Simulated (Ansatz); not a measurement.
**SiC: band gap under strain**

Aim: follow the gap of SiC in the wurtzite structure through these states: no strain; -4.0 % biaxial strain in x and y, free along z; -3.0 % biaxial strain in x and y, free along z. The table at the end shows which levels were run.

The runs shown are made with Ansatz 0.2.0. PAW datasets, plane waves. (Simulation; spin polarisation is off.)

**1. Starting point**

The unstrained cell was relaxed with r2SCAN; in each strained cell the atoms were relaxed again with r2SCAN. Names of k-points are those of the unstrained zone, where strain can split equivalent points. First state: no strain.

Space group P6_3mc (No. 186), hexagonal; conventional cell a = 3.075 Å, c = 5.048 Å, 10.34 Å³ an atom. Near Si stand 4 C at 1.88–1.90 Å; near C stand 4 Si at 1.88–1.90 Å.

Structure file:

```cif
data_structure
_symmetry_space_group_name_H-M 'P6_3mc'
_symmetry_Int_Tables_number 186
_cell_length_a 3.0754
_cell_length_b 3.0754
_cell_length_c 5.0481
_cell_angle_alpha 90.000
_cell_angle_beta 90.000
_cell_angle_gamma 120.000
_cell_volume 41.35
loop_
_atom_site_label
_atom_site_type_symbol
_atom_site_symmetry_multiplicity
_atom_site_Wyckoff_symbol
_atom_site_fract_x
_atom_site_fract_y
_atom_site_fract_z
_atom_site_occupancy
Si1 Si 2 b 0.33333 0.66667 0.99959 1
C1 C 2 b 0.33333 0.66667 0.37541 1
```

**2. No strain: PBE**

input.yaml reads:

```yaml
crystal:
  lattice:
    - [3.0753562392, 0.0, 0.0]
    - [-1.5376781196, 2.6633366288, 0.0]
    - [0.0, 0.0, 5.048108091]
  atoms:
    - { symbol: Si, position: [0.3333333333, 0.6666666667, -0.0004083989] }
    - { symbol: Si, position: [0.6666666667, 0.3333333333, 0.4995916011] }
    - { symbol: C, position: [0.3333333333, 0.6666666667, 0.3754083989] }
    - { symbol: C, position: [0.6666666667, 0.3333333333, 0.8754083989] }
kpoints:
  mp_grid: { grid: [12, 12, 6] }
  band_path:
    path:
      - [0.0, 0.0, 0.0]
      - [0.5, 0.0, 0.0]
      - [0.3333333333, 0.3333333333, 0.0]
      - [0.0, 0.0, 0.5]
      - [0.5, 0.0, 0.5]
      - [0.3333333333, 0.3333333333, 0.5]
    npoints: 1
hamiltonian:
  xc: pbe
scf:
  occupations: { method: fermi_dirac, width: 0.02 }
  n_extra_bands: 5
output:
  forces: true
  stress: true
  eigenvalues: true
  write_density: true
  write_potential: true
  elf: true
  volumetric_format: npy
```

Launch:

```console
ansatz run input.yaml --threads 2 --pin off --max-ram 20275MiB --backend cpu --events-out ev --progress --plain --runs-dir out
```

After this run come: No strain: r2SCAN; No strain: HSE06; No strain: r2SCAN; No strain: G0W0@PBE; -4.0 % biaxial strain in x and y, free along z: PBE; -4.0 % biaxial strain in x and y, free along z: r2SCAN; -4.0 % biaxial strain in x and y, free along z: HSE06; -4.0 % biaxial strain in x and y, free along z: r2SCAN; -4.0 % biaxial strain in x and y, free along z: G0W0@PBE; -3.0 % biaxial strain in x and y, free along z: PBE; -3.0 % biaxial strain in x and y, free along z: r2SCAN; -3.0 % biaxial strain in x and y, free along z: HSE06; -3.0 % biaxial strain in x and y, free along z: r2SCAN; -3.0 % biaxial strain in x and y, free along z: G0W0@PBE.

What does the calculation give?

**Answer**, as computed:

Least gap in eV (negative: overlap), with the change from the unstrained cell in brackets. G0W0 is on its own coarse mesh.

| state | volume change (%) | PBE | r2SCAN | HSE06 | G0W0 |
| --- | --- | --- | --- | --- | --- |
| no strain | +0.0 | 2.28 | 2.65 | 3.16 | 3.07 |
| -4.0 % biaxial strain in x and y, free along z | -7.1 | 1.70 (-0.58) | 2.09 (-0.56) | 2.60 (-0.56) | 2.52 (-0.55) |
| -3.0 % biaxial strain in x and y, free along z | -5.4 | 1.87 (-0.41) | 2.25 (-0.40) | 2.76 (-0.40) | 2.68 (-0.39) |

What this shows: With HSE06, of the states in the table -4.0 % biaxial strain in x and y, free along z shifts the gap most, by -0.560 eV. PBE and HSE06 differ by 0.88 eV on the unstrained gap, and by at most 0.01 eV on its change: PBE follows the response to strain far better than the gap itself. The G0W0 figures hold for the stated bands, cutoff and mesh and aren't extrapolated.
